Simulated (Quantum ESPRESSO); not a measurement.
Here is a Quantum ESPRESSO 7.5 calculation.

Contents of pw.in:

```
&CONTROL
  calculation = 'scf'
  prefix = 'pwscf'
  outdir = './tmp'
  pseudo_dir = './pseudo'
  tprnfor = .true.
  tstress = .true.
  disk_io = 'nowf'
/
&SYSTEM
  ibrav = 0
  nat = 2
  ntyp = 1
  ecutwfc = 56
  ecutrho = 448
  nbnd = 27
  occupations = 'smearing'
  smearing = 'fd'
  degauss = 0.00367493
/
&ELECTRONS
  conv_thr = 4d-10
  electron_maxstep = 120
  mixing_beta = 0.5
/
ATOMIC_SPECIES
Ga    69.7230 ga_pbesol_v1.4.uspp.F.UPF
CELL_PARAMETERS angstrom
   1.4500000000   -4.0650000000    0.0000000000
   1.4500000000    4.0650000000    0.0000000000
   0.0000000000    0.0000000000    3.1700000000
ATOMIC_POSITIONS crystal
Ga     0.1426510000    0.8836200000    0.7521610000
Ga     0.8630400000    0.1461870000    0.2619770000
K_POINTS automatic
10 10 8 0 0 0
```

Potentials or basis: GBRV 1.5 PBEsol.

Launch:

```sh
$ OMP_NUM_THREADS=1 mpirun -n 2 pw.x -nk 2 -in pw.in > pw.out
```

**Question.** What does it give for the largest force?

**Answer.** 0.057 eV/Å.

**Question.** Predict the band gap on the k mesh.

**Answer.** None (metal or under the smearing width).

**Question.** What does it give for the pressure?

**Answer.** -2.0 GPa.

Stress tensor (GPa, compression positive):
```
-3.13 -0.05 -0.01
-0.05 -1.96  0.00
-0.01  0.00 -0.95
```
